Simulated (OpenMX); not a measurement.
# Ru under changes of volume

One of the cells (13.846 Å³/atom); the others are scaled copies at fixed shape and fractional positions:

```
Ru
1.0
     2.72372    0.00000    0.00000
    -1.36186    2.35881    0.00000
     0.00000    0.00000    4.31026
Ru
2
Cartesian
  1.3619 0.7863 3.2327
  0.0000 1.5725 1.0776
```

- Program: OpenMX 3.8.5
- Functional: PBE
- Potentials or basis: OpenMX 2013 PBE set, Ru7.0-s3p2d2, fixed grid of 28 × 28 × 50 points
- k mesh: 11 × 11 × 7
- Occupations: fermi-dirac, width 0.05 eV
- Spin: no spin polarisation

| volume (Å³/atom) | energy over the lowest point (meV/atom) | largest force (eV/Å) |
| --- | --- | --- |
| 12.760 | 146.51 | 0.014 |
| 13.032 | 87.95 | 0.014 |
| 13.303 | 45.72 | 0.013 |
| 13.846 | ? | ? |
| 14.118 | 0.00 | 0.011 |
| 14.389 | 6.93 | 0.010 |

Task: What does the run at 13.846 Å³/atom give?

Result: Energy over the lowest point 3.33 meV/atom; largest force 0.011 eV/Å.

Worked out: A Birch-Murnaghan fit of order 3 (a polynomial in V^(-2/3)) to the other rows has its minimum at 14.06 Å³/atom with B0 = V·E''(V) = 320 GPa and B' = 5.0 at fixed shape and positions, which overstates the stiffness. It gives 3.26 meV/atom at 13.846 Å³/atom, against the run's 3.33.

Energies are extrapolated to zero smearing.

Caveats: the basis of atomic orbitals isn't converged, which shifts pressures, moduli and gaps.
